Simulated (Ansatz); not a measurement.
# TiSi: zone-centre modes

Method: Ansatz 0.2.0, DFT PBEsol, scalar-relativistic, plane waves, PAW. Cutoff 420 eV, 10×6×10 k-points (Γ-centred), Fermi-Dirac smearing of 0.15 eV. No spin polarisation. Phonons by linear response, acoustic sum rule imposed.

Equilibrium structure at this level:
```
Ti Si
1.0
     3.60936    0.00000    0.00000
     0.00000    7.57001    0.00000
     0.00000    0.00000    4.14612
Ti Si
4 4
Direct
  0.00000 0.50000 0.05075
  0.50000 0.50000 0.55075
  0.50000 0.00000 0.55075
  0.00000 0.00000 0.05075
  0.00000 0.75000 0.55075
  0.00000 0.25000 0.55075
  0.50000 0.25000 0.05075
  0.50000 0.75000 0.05075
```

In a metal, frequencies and elastic constants depend on the k mesh and the smearing, soft modes and shear constants most.

Optical modes at Γ; i marks an imaginary frequency:
```csv
frequency (cm⁻¹),degeneracy
103,1
138,1
141,1
183,1
187,1
188,1
197,1
222,1
223,1
258,1
282,1
292,1
296,1
309,1
314,1
317,1
329,1
352,1
362,1
365,1
384,1
```

All 21 optical modes at Γ are real: no displacement of atoms at fixed cell lowers the energy to second order. Strains and modes at other wave vectors aren't tested by this run.

Cost: 1 run of about 13 core-minutes, on Arm Neoverse V2 (shared hosts).